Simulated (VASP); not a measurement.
# SiNi3: Si into a neighbouring Si vacancy, part 4 of 4

Aim: the barrier for one hop in SiNi3: Si into a neighbouring Si vacancy. The start is a cell from a database of measured crystal structures.

VASP 6.6.1; PBE, spin-polarised from a ferromagnetic start; plane waves and PAW (Ni, Si).

Still holding for the runs below: The magnetic state follows from one typed start and may not be the lowest.

So far. Step 3 (Relax the start): The run ended after 10 ionic steps, 0.078 eV below its first step, once the forces on the free atoms met EDIFFG = -0.05. Step 4 (Relax the end): The run ended after 6 ionic steps, 0.035 eV below its first step, once the forces on the free atoms met EDIFFG = -0.05.

The database entry behind the starting cell differs from later determinations by our own check (an axis about 0.9 % long against later determinations), so it need not match the best structure at ambient conditions.

**5. Nudged elastic band**

Images on a straight line between the ends relax across the path, while springs keep them spaced along it.

INCAR reads:

```
SYSTEM = SiNi4
PREC = Normal
ENCUT = 280
EDIFF = 1E-05
NELM = 120
ISMEAR = 1
SIGMA = 0.15
LREAL = Auto
ALGO = Fast
GGA = PE
NBANDS = 96
ISPIN = 2
MAGMOM = 1 1 1 1 1 1 1 1 1 1 1 1 0 0 0
LASPH = .TRUE.
LMAXMIX = 4
LWAVE = .FALSE.
LCHARG = .FALSE.
IMAGES = 3
SPRING = -5
IBRION = 1
POTIM = 0.3
NSW = 60
EDIFFG = -0.05
ISYM = 0
ISIF = 0
```

POSCAR reads:

```
SiNi4
1.0
   -3.5030935155      3.5030935155      3.5030935155
    3.5030935155     -3.5030935155      3.5030935155
    3.5030935155      3.5030935155     -3.5030935155
Ni Si
12 3
Direct
    0.2501976639      0.2516414426      0.5012370837
    0.7494191203      0.7485064681      0.4972979569
    0.7494382002      0.2514613046      0.0002124659
    0.2501695942      0.7482525725      0.9979529181
    0.2514350104      0.5026491614      0.2508556587
    0.7482882895      0.0001832696      0.2509090928
    0.7483840838      0.4969010589      0.7475071960
    0.2510808345      0.9998050023      0.7475450737
    0.5003760802      0.2501676264      0.2492433125
    0.9995417431      0.7492347493      0.2490256969
    0.9996924822      0.2500244479      0.7489914984
    0.4999830750      0.7505772171      0.7494377162
    0.4997713677      0.5003858175      0.9991075160
    0.4990810265      0.9994794212      0.4984958451
    0.0000918237      0.5001511590      0.4991754347
```

KPOINTS reads:

```
Automatic mesh
0
Gamma
4 4 4
0 0 0
```

00/POSCAR reads:

```
SiNi4
1.0
   -3.5030935155      3.5030935155      3.5030935155
    3.5030935155     -3.5030935155      3.5030935155
    3.5030935155      3.5030935155     -3.5030935155
Ni Si
12 3
Direct
    0.2501976639      0.2516414426      0.5012370837
    0.7494191203      0.7485064681      0.4972979569
    0.7494382002      0.2514613046      0.0002124659
    0.2501695942      0.7482525725      0.9979529181
    0.2514350104      0.5026491614      0.2508556587
    0.7482882895      0.0001832696      0.2509090928
    0.7483840838      0.4969010589      0.7475071960
    0.2510808345      0.9998050023      0.7475450737
    0.5003760802      0.2501676264      0.2492433125
    0.9995417431      0.7492347493      0.2490256969
    0.9996924822      0.2500244479      0.7489914984
    0.4999830750      0.7505772171      0.7494377162
    0.4997713677      0.5003858175      0.9991075160
    0.4990810265      0.9994794212      0.4984958451
    0.0000918237      0.5001511590      0.4991754347
```

01/POSCAR reads:

```
SiNi4
1.0
   -3.5030935155      3.5030935155      3.5030935155
    3.5030935155     -3.5030935155      3.5030935155
    3.5030935155      3.5030935155     -3.5030935155
Ni Si
12 3
Direct
    0.2496020330      0.2508284569      0.5004973287
    0.7497846683      0.7487823605      0.4984310073
    0.7496516247      0.2507575968      0.0006045539
    0.2496482755      0.7489734076      0.9984953866
    0.2509254728      0.5017038910      0.2505930311
    0.7484002680     -0.0000946035      0.2508671347
    0.7487817627      0.4973570774      0.7481025337
    0.2504538436      0.9996001518      0.7482995793
    0.5002775685      0.2498095532      0.2500314332
    1.0001376105      0.7494795485      0.2496465528
    0.9990534593      0.2496840600      0.7490997666
    0.4996552069      0.7503335519      0.7492232976
    0.6242969641      0.6250579182      0.9994841208
    0.4989894216      0.9994489947      0.4991805446
    0.0001632319      0.4999293882      0.4994510591
```

02/POSCAR reads:

```
SiNi4
1.0
   -3.5030935155      3.5030935155      3.5030935155
    3.5030935155     -3.5030935155      3.5030935155
    3.5030935155      3.5030935155     -3.5030935155
Ni Si
12 3
Direct
    0.2490064021      0.2500154712      0.4997575738
    0.7501502164      0.7490582530      0.4995640576
    0.7498650492      0.2500538890      0.0009966419
    0.2491269568      0.7496942426      0.9990378550
    0.2504159353      0.5007586206      0.2503304036
    0.7485122464     -0.0003724767      0.2508251766
    0.7491794416      0.4978130959      0.7486978714
    0.2498268526      0.9993953014      0.7490540848
    0.5001790568      0.2494514800      0.2508195540
    1.0007334779      0.7497243477      0.2502674086
    0.9984144364      0.2493436722      0.7492080349
    0.4993273388      0.7500898867      0.7490088790
    0.7488225605      0.7497300190      0.9998607255
    0.4988978166      0.9994185682      0.4998652440
    0.0002346401      0.4997076174      0.4997266835
```

03/POSCAR reads:

```
SiNi4
1.0
   -3.5030935155      3.5030935155      3.5030935155
    3.5030935155     -3.5030935155      3.5030935155
    3.5030935155      3.5030935155     -3.5030935155
Ni Si
12 3
Direct
    0.2484107713      0.2492024854      0.4990178188
    0.7505157644      0.7493341454      0.5006971080
    0.7500784738      0.2493501811      0.0013887299
    0.2486056380      0.7504150776      0.9995803234
    0.2499063978      0.4998133501      0.2500677760
    0.7486242249     -0.0006503498      0.2507832184
    0.7495771206      0.4982691144      0.7492932091
    0.2491998617      0.9991904510      0.7498085904
    0.5000805450      0.2490934069      0.2516076748
    1.0013293453      0.7499691469      0.2508882645
    0.9977754135      0.2490032843      0.7493163032
    0.4989994706      0.7498462215      0.7487944604
    0.8733481569      0.8744021198      1.0002373302
    0.4988062117      0.9993881418      0.5005499435
    0.0003060483      0.4994858466      0.5000023079
```

04/POSCAR reads:

```
SiNi4
1.0
   -3.5030935155      3.5030935155      3.5030935155
    3.5030935155     -3.5030935155      3.5030935155
    3.5030935155      3.5030935155     -3.5030935155
Ni Si
12 3
Direct
    0.2478151404      0.2483894997      0.4982780638
    0.7508813124      0.7496100378      0.5018301584
    0.7502918983      0.2486464733      0.0017808179
    0.2480843193      0.7511359127      1.0001227919
    0.2493968602      0.4988680797      0.2498051484
    0.7487362034     -0.0009282229      0.2507412603
    0.7499747995      0.4987251329      0.7498885468
    0.2485728708      0.9989856005      0.7505630960
    0.4999820333      0.2487353337      0.2523957955
    1.0019252127      0.7502139461      0.2515091204
    0.9971363906      0.2486628964      0.7494245714
    0.4986716025      0.7496025563      0.7485800418
    0.9978737533      0.9990742205      1.0006139350
    0.4987146068      0.9993577153      0.5012346430
    0.0003774565      0.4992640758      0.5002779323
```

PAW data sets: Ni and Si (PBE family, release 64).

Launch:

```
mpirun -np 3 vasp_std
```

Output:

```text
[banner, memory and clock lines left out]
running    3 mpi-ranks, on    1 nodes
 each image running on    1 cores
 distrk:  each k-point on    1 cores,    1 groups
 distr:  one band on    1 cores,    1 groups

 POSCAR found type information on POSCAR NiSi
 01/POSCAR found :  2 types and      15 ions
 LDA part: xc-table for (Slater+PW92), standard interpolation
 POSCAR found type information on POSCAR NiSi
 00/POSCAR found :  2 types and      15 ions
 POSCAR found type information on POSCAR NiSi
 04/POSCAR found :  2 types and      15 ions
 POSCAR, INCAR and KPOINTS ok, starting setup
 FFT: planning ... GRIDC
 FFT: planning ... GRID_SOFT
 FFT: planning ... GRID
 WAVECAR not read
 entering main loop
       N       E                     dE             d eps       ncg     rms          rms(c)
DAV:   1     0.775444098937E+03    0.77544E+03   -0.35814E+04 13864   0.114E+03
DAV:   2    -0.149569968724E+02   -0.79040E+03   -0.73524E+03 13824   0.294E+02
DAV:   3    -0.944340279261E+02   -0.79477E+02   -0.70703E+02 14528   0.110E+02
DAV:   4    -0.969445268017E+02   -0.25105E+01   -0.24934E+01 15360   0.217E+01
DAV:   5    -0.970013447375E+02   -0.56818E-01   -0.56804E-01 16168   0.268E+00    0.401E+01
RMM:   6    -0.102609431624E+03   -0.56081E+01   -0.14795E+02 13824   0.648E+01    0.448E+01
RMM:   7    -0.885762627004E+02    0.14033E+02   -0.42855E+01 13824   0.322E+01    0.265E+01
RMM:   8    -0.837668289002E+02    0.48094E+01   -0.66631E+00 13824   0.138E+01    0.122E+01
RMM:   9    -0.846271029801E+02   -0.86027E+00   -0.29256E+00 13824   0.833E+00    0.172E+01
RMM:  10    -0.829125075509E+02    0.17146E+01   -0.15088E+00 13824   0.649E+00    0.351E+00
RMM:  11    -0.828893478234E+02    0.23160E-01   -0.15949E-01 13824   0.200E+00    0.295E+00
RMM:  12    -0.828697687684E+02    0.19579E-01   -0.51273E-02 13826   0.112E+00    0.217E+00
RMM:  13    -0.828533917363E+02    0.16377E-01   -0.23592E-02 13904   0.751E-01    0.110E+00
RMM:  14    -0.828533112372E+02    0.80499E-04   -0.83308E-03 14008   0.430E-01    0.870E-01
RMM:  15    -0.828584006789E+02   -0.50894E-02   -0.71809E-03 13831   0.384E-01    0.744E-01
RMM:  16    -0.828565104385E+02    0.18902E-02   -0.37346E-03 13824   0.297E-01    0.321E-01
RMM:  17    -0.828562275856E+02    0.28285E-03   -0.91676E-04 14141   0.137E-01    0.179E-01
RMM:  18    -0.828562404640E+02   -0.12878E-04   -0.41418E-04 14072   0.955E-02    0.142E-01
RMM:  19    -0.828562093273E+02    0.31137E-04   -0.17596E-04 13945   0.620E-02    0.753E-02
RMM:  20    -0.828562140671E+02   -0.47399E-05   -0.86137E-05 13621   0.437E-02
   1 F= -.82856214E+02 E0= -.82860409E+02  d E =-.828562E+02  mag=     2.4805
 BRION: g(F)=  0.170E+02 g(S)=  0.000E+00
 bond charge predicted
       N       E                     dE             d eps       ncg     rms          rms(c)
DAV:   1    -0.838601133130E+02   -0.10039E+01   -0.26051E+02 14392   0.497E+01    0.436E+00
RMM:   2    -0.853034199437E+02   -0.14433E+01   -0.55292E+00 13824   0.128E+01    0.138E+01
RMM:   3    -0.840993320362E+02    0.12041E+01   -0.14685E+00 13824   0.632E+00    0.295E+00
RMM:   4    -0.841045119942E+02   -0.51800E-02   -0.31414E-01 13824   0.263E+00    0.275E+00
RMM:   5    -0.840552690280E+02    0.49243E-01   -0.99337E-02 13824   0.163E+00    0.855E-01
RMM:   6    -0.840519736869E+02    0.32953E-02   -0.28639E-02 13860   0.827E-01    0.828E-01
RMM:   7    -0.840539214143E+02   -0.19477E-02   -0.16298E-02 13879   0.610E-01    0.109E+00
RMM:   8    -0.840466958214E+02    0.72256E-02   -0.93314E-03 13826   0.478E-01    0.199E-01
RMM:   9    -0.840472678793E+02   -0.57206E-03   -0.31426E-03 14754   0.226E-01    0.278E-01
RMM:  10    -0.840468926344E+02    0.37524E-03   -0.11052E-03 14286   0.151E-01    0.102E-01
RMM:  11    -0.840469670051E+02   -0.74371E-04   -0.55614E-04 15652   0.807E-02    0.115E-01
RMM:  12    -0.840469124454E+02    0.54560E-04   -0.12192E-04 13763   0.489E-02    0.446E-02
RMM:  13    -0.840469401214E+02   -0.27676E-04   -0.67109E-05 13321   0.349E-02    0.725E-02
RMM:  14    -0.840469158449E+02    0.24276E-04   -0.36514E-05 11216   0.293E-02    0.211E-02
RMM:  15    -0.840469178222E+02   -0.19772E-05   -0.16524E-05  8810   0.173E-02
   2 F= -.84046918E+02 E0= -.84053564E+02  d E =-.119070E+01  mag=     2.4863
[... from here on, the cycles between the ionic steps are left out ...]
   3 F= -.84326447E+02 E0= -.84334002E+02  d E =-.279529E+00  mag=     2.4660
   4 F= -.84522904E+02 E0= -.84530492E+02  d E =-.196457E+00  mag=     2.4203
   5 F= -.84671456E+02 E0= -.84678535E+02  d E =-.148552E+00  mag=     2.3441
   6 F= -.84697582E+02 E0= -.84704638E+02  d E =-.261262E-01  mag=     2.3346
   7 F= -.84733951E+02 E0= -.84740992E+02  d E =-.363686E-01  mag=     2.3267
   8 F= -.84771526E+02 E0= -.84778572E+02  d E =-.375756E-01  mag=     2.3222
   9 F= -.84831102E+02 E0= -.84838113E+02  d E =-.595761E-01  mag=     2.3124
  10 F= -.85016793E+02 E0= -.85023376E+02  d E =-.185690E+00  mag=     2.2436
  11 F= -.85283647E+02 E0= -.85287347E+02  d E =-.266854E+00  mag=     1.5941
  12 F= -.85232724E+02 E0= -.85237666E+02  d E =0.509225E-01  mag=     1.9962
  13 F= -.85274222E+02 E0= -.85278763E+02  d E =-.414981E-01  mag=     1.8940
  14 F= -.85314597E+02 E0= -.85318863E+02  d E =-.403744E-01  mag=     1.7076
  15 F= -.85314671E+02 E0= -.85319016E+02  d E =-.744531E-04  mag=     1.7343
  16 F= -.85314688E+02 E0= -.85319078E+02  d E =-.173159E-04  mag=     1.7501
  17 F= -.85315402E+02 E0= -.85319819E+02  d E =-.713435E-03  mag=     1.7501
  18 F= -.85318348E+02 E0= -.85322781E+02  d E =-.294665E-02  mag=     1.7369
  19 F= -.85319696E+02 E0= -.85324131E+02  d E =-.134739E-02  mag=     1.7309
  20 F= -.85320410E+02 E0= -.85324846E+02  d E =-.714330E-03  mag=     1.7282
  21 F= -.85320552E+02 E0= -.85324988E+02  d E =-.141776E-03  mag=     1.7279
  22 F= -.85320575E+02 E0= -.85325012E+02  d E =-.229240E-04  mag=     1.7276
  23 F= -.85320342E+02 E0= -.85324779E+02  d E =0.232461E-03  mag=     1.7280
 BRION: g(F)=  0.153E-02 g(S)=  0.000E+00 retain N=  5 mean eig= 4.32
 eig:   7.065  7.065  4.738  2.283  0.456
 bond charge predicted
       N       E                     dE             d eps       ncg     rms          rms(c)
DAV:   1    -0.853202877783E+02    0.44874E-04   -0.50880E-02 13904   0.665E-01    0.259E-02
RMM:   2    -0.853203186419E+02   -0.30864E-04   -0.32385E-04 13822   0.100E-01    0.421E-02
RMM:   3    -0.853203172115E+02    0.14304E-05   -0.66713E-05 13548   0.356E-02
  24 F= -.85320317E+02 E0= -.85324751E+02  d E =0.251487E-04  mag=     1.7287
 BRION: g(F)=  0.152E-02 g(S)=  0.000E+00 retain N=  2 mean eig= 2.78
 eig:   2.298  3.264
 reached required accuracy - stopping structural energy minimisation
```

Wall time 67 min (3 MPI ranks of AMD EPYC 9R45, shared host); peak memory 1.2 GiB; 3.3 h of CPU time.

OUTCAR, selected parts (step 5):

```text
   NELECT =     132.0000    total number of electrons

  tangential force (eV/A)        -0.718973
  left and right image   1.543184  1.525053 A

  tangential force (eV/A)        -0.720205
  left and right image   1.542526  1.524283 A

 E-fermi :   9.3447

 spin component 1
 k-point     1 :       0.0000    0.0000    0.0000
  band No.  band energies     occupation
    ...
     62       8.8281      1.00001
     63       8.8597      1.00002
     64       9.0852      1.01725
     65       9.2689      0.87287
     66       9.2700      0.86891
     67       9.3631      0.39727
     68       9.8638     -0.00001
     69       9.9162     -0.00000
     70       9.9189     -0.00000
     71       9.9689     -0.00000
    ...

 k-point     2 :       0.2500    0.0000    0.0000
  band No.  band energies     occupation
    ...
     63       8.8868      1.00007
     64       8.8899      1.00008
     65       9.0166      1.00417
     66       9.0238      1.00497
     67       9.2461      0.94413
     68       9.7992     -0.00008
     69      10.1214     -0.00000
     70      10.2874     -0.00000
     71      10.3998     -0.00000
     72      10.5181     -0.00000
    ...

 POSITION                                       TOTAL-FORCE (eV/Angst)
 -----------------------------------------------------------------------------------
      1.99689      1.99927      0.14715         0.007552      0.013259      0.045145
      1.50926      1.50685      3.65039        -0.005606     -0.010542      0.042652
     -1.50629      1.50718      3.65033         0.006956     -0.011902      0.042471
      5.01247      1.99961      0.14741        -0.006997      0.010307      0.042315
      1.67076      0.00168      1.66475         0.052856     -0.000676      0.042108
      1.89989      0.00150      5.66657        -0.129317      0.000540      0.050451
      1.60687      3.50474      2.16375         0.127209      0.001107      0.051496
      5.33879      0.00185      1.66487        -0.053459     -0.000379      0.039757
      0.00205      1.67500      1.66908        -0.001292      0.052239      0.046247
      3.50455     -1.59996      2.16070         0.001025     -0.126408      0.044485
      0.00180      5.33457      1.66955        -0.001545     -0.052699      0.045952
      3.50429      1.60310      2.16020         0.001633      0.126781      0.045711
      3.50467      3.50491      0.91254        -0.001007     -0.000994     -0.622318
      3.50478      0.00203      3.80343         0.000721     -0.001663      0.041743
      3.50467      0.00143      0.29924         0.001272      0.001033      0.041786
 -----------------------------------------------------------------------------------
    total drift:                                0.007488      0.003096      0.070763

  FREE ENERGIE OF THE ION-ELECTRON SYSTEM (eV)
  ---------------------------------------------------
  free  energy   TOTEN  =       -85.3203172115 eV

  energy  without entropy=      -85.3336183818  energy(sigma->0) =      -85.32475093

  tangential force (eV/A)        -0.717082
  left and right image   1.540088  1.523092 A

[... 6 parts as in an earlier step ...]

[... 13 further parts left out ...]
```

CONTCAR:

```
SiNi4
   1.00000000000000
    -3.5030935154999998    3.5030935154999998    3.5030935154999998
     3.5030935154999998   -3.5030935154999998    3.5030935154999998
     3.5030935154999998    3.5030935154999998   -3.5030935154999998
  Ni              Si
    12     3
Direct
     0.3063595645546337    0.3060198206332040    0.5703746707212178
     0.7360975663047991    0.7364422077350726    0.4304930722361076
     0.7361363329268530    0.3060206413308655    0.0001271839565753
     0.3064451869298115    0.7364737965900119    1.0008402347514218
     0.2378515187925845    0.4760808191418741    0.2387082335445064
     0.8090088254550410    1.0799685619634214    0.2713879982231718
     0.8090699098950889    0.5381840992278656    0.7295848222642750
     0.2378913574211263    0.9996382075682696    0.7622736476176479
     0.4773030295816158    0.2385214022089409    0.2393664720413896
     0.0800354104096460    0.8086072478725584    0.2718452912558388
     0.9997059676199200    0.2385539226967194    0.7616658589765286
     0.5371387186099575    0.8084970878949845    0.7289821681587721
     0.6305068653453313    0.6304732658908132    1.0004837305759200
     0.5431574571483467    1.0431079134846037    0.5005309498165899
     0.0429159148649588    0.5429372319500525    0.5004301040923338
```

Images along the path:

```csv
image,path (A),energy (eV),"Si13: x, y, z (Å)"
0,0.000,0.0000,"3.502, 3.498, 0.004"
1,1.540,0.5374,"3.505, 3.505, 0.913"
2,3.063,2.9829,"3.505, 3.503, 1.742"
3,4.585,0.5439,"3.500, 3.500, 2.578"
4,6.129,0.0007,"3.509, 3.501, 3.490"
```

This step gave:

| Property | Result |
| --- | --- |
| electronic cycles | 220 |
| path length | 6.129 Å |
| barrier | 2.983 eV |
| barrier in the reverse direction | 2.982 eV |
| barrier from a spline through the images | 2.982 eV |
| reaction energy | 7.22e-4 eV |

What the program prints for this run, and its count of cycles, belong to image 1; the force that counts for the threshold is the band's, across the path.

**6. Summary of results**

- hop: Si into a neighbouring Si vacancy
- barrier: 2.98 eV
- barrier in the reverse direction: 2.98 eV
- barrier from a spline through the images: 2.98 eV
- reaction energy: 7.2e-4 eV
- path length: 6.13 Å

What this shows: The barrier is 2.98 eV forwards and 2.98 eV backwards. With an attempt frequency of 10¹³ per second, taken as a typical value, this barrier gives about 10^-37 hops a second at 300 K. Both ends are alike and an image sits at the midpoint, which is the saddle if the path is symmetric. The band met its force threshold after 24 steps. Cell and mesh are small and were not tested. The band started on a straight line, so other routes may lie lower.

[Lines on the potential files, build, host, timing and source positions are cut from VASP's logs without a mark.]

[Logs are printed without paths, hosts, clocks, repeated set-up lines and the standing remarks that a program may print on its own settings, such as how far it seeks lower states.]

[Hosts, paths, dates, database ids (printed as entryN), source tags and the programs' standing remarks are cut or masked in the printed files.]

[Runs that stopped without an error message from VASP are left out.]
